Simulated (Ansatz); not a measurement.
# SiO2: a relaxation

Aim: relax the cell and atoms of SiO2.

Program: Ansatz 0.2.0. Level of theory: DFT PBE, scalar-relativistic, plane waves, PAW. These are calculated values, not measurements.

## Step 1: Starting point

It takes space group P4_2/mnm (No. 136, tetragonal). Conventional cell: a = 4.233 Å, b = 4.233 Å, c = 2.693 Å, α = 90.00°, β = 90.00°, γ = 90.00°. Si (site symmetry mmm) has 6 O at 1.78 to 1.84 Å as nearest neighbours. O (site symmetry m2m) has 3 Si at 1.78 to 1.84 Å as nearest neighbours.

Coordinates:

```cif
data_structure
_symmetry_space_group_name_H-M 'P 1'
_symmetry_Int_Tables_number 1
_cell_length_a 4.2332
_cell_length_b 4.2332
_cell_length_c 2.6935
_cell_angle_alpha 90.000
_cell_angle_beta 90.000
_cell_angle_gamma 90.000
_cell_volume 48.27
loop_
_atom_site_label
_atom_site_type_symbol
_atom_site_fract_x
_atom_site_fract_y
_atom_site_fract_z
_atom_site_occupancy
Si1 Si 0.50000 0.50000 0.50000 1
Si2 Si 0.00000 0.00000 0.00000 1
O1 O 0.69316 0.69316 0.00000 1
O2 O 0.19316 0.80684 0.50000 1
O3 O 0.30684 0.30684 0.00000 1
O4 O 0.80684 0.19316 0.50000 1
```

Source of the structure: the Materials Project (structure only).

## Step 2: Probe: one point at the start

The input, input.yaml:

```yaml
crystal:
  lattice:
    - [4.233169, 0.0, 0.0]
    - [0.0, 4.233169, 0.0]
    - [0.0, 0.0, 2.693495]
  atoms:
    - { symbol: Si, position: [0.5, 0.5, 0.5] }
    - { symbol: Si, position: [0.0, 0.0, 0.0] }
    - { symbol: O, position: [0.693161, 0.693161, 0.0] }
    - { symbol: O, position: [0.193161, 0.806839, 0.5] }
    - { symbol: O, position: [0.306839, 0.306839, 0.0] }
    - { symbol: O, position: [0.806839, 0.193161, 0.5] }
basis:
  ecutwfc: 420
kpoints:
  mp_grid: { grid: [4, 4, 6] }
hamiltonian:
  xc: pbe
scf:
  occupations: { method: gaussian, width: 0.1 }
output:
  forces: true
  stress: true
  eigenvalues: true
```

Run with:

```console
$ ansatz run input.yaml --threads 1 --pin off --max-ram 2560MiB --backend cpu --events-out ev --progress --plain --runs-dir out
```

The program printed:

```text
Warning: RAYON_NUM_THREADS=1 ignored (pool sized by the plan → 1); use --threads N
Engine: ansatz 0.2.0, x86_64-unknown-linux-gnu
Pseudopotentials: kind: paw
Pseudopotential: Si, paw, valence charge 4, recommended cutoff 420 eV (normal), Si.paw.azcp
Pseudopotential: O, paw, valence charge 6, recommended cutoff 420 eV (normal), O.paw.azcp
Functional definition: PBE
  parameter kappa = 0.804
  parameter beta = 0.06672455060314922
  exchange = pbe_x(kappa = kappa, mu = beta*pi^2/3)
  correlation = pbe_c(beta = beta)
Crystal: 6 atoms, lattice volume = 48.267 Å³
Basis set: ecut = 420 eV, 961 PW (Γ), exchange–correlation on 60×60×40 points (8 copies of the dense FFT grid, shifted against one another)
Bands: 22, of which v1, the nominal top of the filled ones, is band 16 counted from 1 (15 counted from 0)
Symmetry: 16 space group operations
Space group: P42/mnm (ITA 136), of the structure as read, at distance tolerance 3.6e-5 Å
k-points: 24 of 96
Non-local potential: Si, projectors of the file, l = 0: 2, l = 1: 2, l = 2: 2
Non-local potential: O, projectors of the file, l = 0: 2, l = 1: 2, l = 2: 1
PAW form: soft (Blöchl's): semilocal exchange-correlation on the pseudo side does not see the compensation charge
PAW one-centre angular grid: Si, 110 points (default); XC on 64 Gauss nodes
PAW one-centre angular grid: O, 110 points (default); XC on 64 Gauss nodes
Initial density: superposition of atomic densities (neutral atoms: chi_scale 0, normalization atom), corrected by the library's trained network
Initial wavefunctions: pseudopotential atomic-orbital guess
Functional: x = pbe(κ = 0.804, μ = 0.2195149727645171), c = pbe(β = 0.06672455060314922)
SCF iter   1: F=—  HF=-3547.016928 eV  |F-HF|=—  |Δ(HF+E_count)|=         —  Δρ=2.82e-3  dr2=1.23e-3  ethr=1.77e-3  ⟨swp⟩=5.6  Hψ=2808  notcnv=0
preconditioner: auto → none  [insulator: Δε(μ)=5.031 eV  Ē_g=18.319 eV  σ=0.100 eV  W_gap=1.00  n_scr=10 (ndim 8)  ℏωp=30.2 eV  f_vac=0.000  D(μ)=0.00/eV (n_scr^D=0)  ε∞_Penn≈3.7]
SCF iter   2: F=—  HF=-3547.017823 eV  |F-HF|=—  |Δ(HF+E_count)|=   8.95e-4  Δρ=1.44e-3  dr2=3.13e-4  ethr=3.85e-6  ⟨swp⟩=2.0  Hψ=1081  notcnv=0
SCF iter   3: F=—  HF=-3547.017941 eV  |F-HF|=—  |Δ(HF+E_count)|=   1.18e-4  Δρ=6.04e-4  dr2=5.36e-5  ethr=9.79e-7  ⟨swp⟩=2.0  Hψ=774  notcnv=0
automatic band count: iteration 3 solves 21 bands in place of 22: the levels show a gap, and the empty bands left out lie too high to hold charge; the band table lists the bands solved (type scf.n_extra_bands for more)
SCF iter   4: F=—  HF=-3547.017974 eV  |F-HF|=—  |Δ(HF+E_count)|=   3.26e-5  Δρ=9.17e-5  dr2=2.68e-6  ethr=1.68e-7  ⟨swp⟩=2.1  Hψ=848  notcnv=0
SCF iter   5: F=—  HF=-3547.017974 eV  |F-HF|=—  |Δ(HF+E_count)|=   3.25e-7  Δρ=2.14e-5  dr2=1.27e-7  ethr=8.39e-9  ⟨swp⟩=2.0  Hψ=816  notcnv=0
SCF iter   6: F=-3547.017974 eV  HF=-3547.017974 eV  |F-HF|=2.13e-9  |Δ(HF+E_count)|=   1.29e-8  Δρ=5.28e-6  dr2=7.31e-9  ethr=3.13e-10  ⟨swp⟩=6.8  Hψ=2115  notcnv=0
SCF 1 converged in 6 iterations: F = -3547.017974 eV  dr2 = 7.31e-9
SCF converged after 6 iterations
Free energy (F): -3547.017974 eV
Harris-Foulkes:  -3547.017974 eV  (|F-HF|=2.13e-9)
Internal energy: -3547.017974 eV  (E = F + TS)
E sigma→0 (E₀):  -3547.017974 eV
Fermi energy:    12.522151 eV
--- Per-component energies (eV) ---
  E_band       = 53.211737
  E_kinetic    = 810.578050
  E_local      = -1244.057678  (includes V_loc(G=0)·N_el)
  E_nonlocal   = 235.649183
  E_hartree    = 440.699195
  E_xc         = -411.032324
  E_vxc        = -478.412659  (∫ρ·V_xc dr)
  E_paw        = -1661.184418  (= ΣΔE_a)
  E_vpaw       = -151.956177  (= ΣTr[D̂ρ^β])
  E_aug_tail   = 0.010304  (compensation charges beyond the density's cutoff)
  E_ewald      = -1717.680287
  E_smearing   = -0.000000  (= −TS)
  E_closure    = -0.000000  (closes the sum)
  Σ components = -3547.017974   (vs F -3547.017974, Δ=0.00e0)
--- Forces (eV/Å), atoms counted from 1 ---
  atom   1  Si     0.00000000    -0.00000000     0.00000000
  atom   2  Si    -0.00000000    -0.00000000    -0.00000000
  atom   3  O     -0.00831446    -0.00831446    -0.00000000
  atom   4  O     -0.00831446     0.00831446    -0.00000000
  atom   5  O      0.00831446     0.00831446     0.00000000
  atom   6  O      0.00831446    -0.00831446     0.00000000
  max |Σ_I F_I| component: 1.73e-18 eV/Å
--- Stress (GPa, compression-positive) ---
        0.120357       0.000000       0.000000
        0.000000       0.120357       0.000000
        0.000000       0.000000      -0.517660
  P = ⅓ Tr σ = -0.0923 GPa (-0.923 kbar)
--- Band table (eV; the first three rows and the last of 24) ---
  k-point 0: bands = ["-12.1876", "-8.7318", "-8.7318", "-8.5575", "-0.6028", "3.7934", "3.7934", "4.0795", "4.7923", "5.0645", "6.9869", "6.9869", "7.5110", "9.1564", "9.1564", "10.0064", "15.0379", "16.6100", "18.2994", "18.2994", "21.1013"]
  k-point 1: bands = ["-11.8348", "-8.5584", "-8.5584", "-8.5263", "-0.4788", "3.9361", "4.0934", "4.0934", "4.4682", "4.5122", "5.8853", "5.8853", "6.3748", "8.8978", "8.8978", "9.6928", "16.2167", "18.2992", "19.7288", "19.7288", "20.0695"]
  k-point 2: bands = ["-10.8675", "-8.7315", "-8.1767", "-8.1767", "-0.2129", "2.5809", "3.2417", "4.0881", "4.0881", "4.9045", "4.9045", "5.0384", "5.5656", "8.1190", "8.1190", "8.6832", "17.5430", "19.8668", "20.5425", "21.9240", "21.9240"]
  k-point 23: bands = ["-9.3157", "-9.3157", "-8.1707", "-8.1707", "-0.4878", "-0.4878", "2.1348", "2.1348", "5.5542", "5.5542", "5.6819", "5.6819", "8.2863", "8.2863", "8.5372", "8.5372", "16.8373", "16.8373", "20.7243", "20.7243", "21.6091"]
```

Wall time 4.6 s (1 thread of AMD EPYC, shared host); peak memory 0.33 GiB.

From the probe: pressure -0.1 GPa, largest force 0.01 eV/Å, gap on this mesh 5.03 eV. The gap decides the next run's mesh: 6×6×8 points and a smearing of 0.02 eV.

[end of part 1 of 2]
